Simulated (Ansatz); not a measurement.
Take GeO$_{2}$ in the rutile structure (space group P4_2/mnm, No. 136) as the base.

```xyz
6
Lattice="4.4875 0.0000 0.0000 0.0000 4.4875 0.0000 0.0000 0.0000 2.9050" Properties=species:S:1:pos:R:3 pbc="T T T"
Ge     0.0000     0.0000     0.0000
Ge     2.2438     2.2438     1.4525
O      1.3783     1.3783     0.0000
O      3.6221     0.8654     1.4525
O      0.8654     3.6221     1.4525
O      3.1092     3.1092     0.0000
```

Cartesian axes are those of the cell as printed.

Level of theory: DFT with PBE, PAW potentials and a 420 eV plane-wave cutoff in Ansatz (a first-principles code), no spin-orbit coupling.

Before the change:

```
Item                                   Value
---------------------  ---------------------
Gap character                    direct at Γ
Valence-band top at Γ  0.00, -0.79, -0.79 eV
Pressure                            0.00 GPa
```

Perturbation: tensor shear ε_xy = −0.96 % (engineering shear γ = -0.0192); the atoms relax in the strained cell.

### Question
What does the calculation give for the energy relative to the base, gap character, valence-band top at Γ and pressure after the change?

### Answer
The energy increases by 2.5 meV/atom; the gap character is still direct at Γ; the valence-band top at Γ (three highest levels, from the VBM) becomes 0.00, -0.73, -0.83 eV (base: 0.00, -0.79, -0.79 eV); the pressure (mean of the normal stresses, compression positive) goes from zero to 0.11 GPa.

Stability against distortions was not tested. k-point labels follow each cell's own Brillouin zone.
